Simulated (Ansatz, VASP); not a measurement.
One calculation of KMgF3, two programs

```
K Mg F
1.0
     4.01323    0.00000    0.00000
     0.00000    4.01323    0.00000
     0.00000    0.00000    4.01323
K Mg F
1 1 3
Direct
  0.50000 0.50000 0.50000
  0.00000 0.00000 0.00000
  0.50000 0.00000 0.00000
  0.00000 0.50000 0.00000
  0.00000 0.00000 0.50000
```

Alike in both runs: task single point; functional PBE; k mesh 6 × 6 × 6; occupations gaussian, width 0.02 eV; no spin polarisation.

|  | VASP | Ansatz |
| --- | --- | --- |
| version | VASP 6.6.1 | Ansatz 0.2.0 |
| potentials or method | VASP PAW PBE potentials, release 64 (K_sv, Mg, F) | scalar-relativistic, plane waves, PAW |
| plane-wave cutoff (eV) | 520 | 420 |
| valence electrons in the cell | 32 | 40 |

|  | VASP | Ansatz | Ansatz less VASP |
| --- | --- | --- | --- |
| gap on the k mesh at the Fermi level (eV) | 7.15 | 7.18 | +0.031 |
| least direct gap on the mesh (eV) | 7.47 | 7.50 | +0.028 |
| pressure (GPa) | 1.7 | 2.2 | +0.42 |

The two sets of potentials don't hold the same shells in valence.

A k mesh can miss the band edges. Expect the measured gap to be larger: semilocal functionals such as PBE lack the derivative discontinuity.
